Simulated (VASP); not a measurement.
Wanted: the native input for a VASP 6.6.1 run.

```yaml
Task: relaxation of cell and atoms
Functional: PBE
Potentials_or_basis: VASP PAW PBE potentials, release 64 (Al)
Cutoff: 700 eV
k_mesh: 18 × 18 × 18
Occupations: gaussian, width 0.1 eV
Spin: no spin polarisation
Further_INCAR_settings: ALGO = Normal; EDIFF = 1e-07; IBRION = 2; EDIFFG = -0.002; NSW = 80; ISIF = 3
```

The structure of Al lies in POSCAR:

```
Al                                      
1.0
    0.0000000000      2.0203408486      2.0203408486
    2.0203408486      0.0000000000      2.0203408486
    2.0203408486      2.0203408486     -0.0000000000
  Al            
     1
Direct
     0.0000000000000000    0.0000000000000000    0.0000000000000000
```

These files were run (other wordings do the same):

INCAR

```
ALGO     = Normal         # electronic algorithm
EDIFF    = 1E-7           # SCF threshold, eV
EDIFFG   = -0.002         # ionic threshold
ENCUT    = 700            # plane-wave cutoff, eV
GGA      = PE             # functional
IBRION   = 2              # ionic algorithm
ISIF     = 3              # what is computed and relaxed
ISMEAR   = 0              # smearing method
LASPH    = True           # aspherical terms in the spheres
LCHARG   = False          # write CHGCAR
LREAL    = False          # projectors in reciprocal space
LWAVE    = False          # write WAVECAR
NELM     = 80             # most SCF steps
NSW      = 80             # ionic steps
PREC     = Accurate       # precision mode
SIGMA    = 0.1            # smearing width, eV
```

KPOINTS

```
k-points
0
Gamma
  18 18 18
```

Potentials or basis: VASP PAW PBE potentials, release 64 (Al).

Launch:

```console
$ cat potpaw_PBE.64/Al/POTCAR > POTCAR
$ mpirun -np 1 vasp_std > vasp.out
```

It gave:

The pressure after relaxing is 0.0 GPa and the band gap on the k mesh is none (metal or under the smearing width).

Caveat: the relaxation stopped at its first step, so nothing moved.

Wall time 18 s on 1 thread of Intel(R) Xeon(R) Platinum 8259CL CPU @ 2.50GHz (Skylake/Cascade Lake) (shared host), peak memory 0.16 GiB.
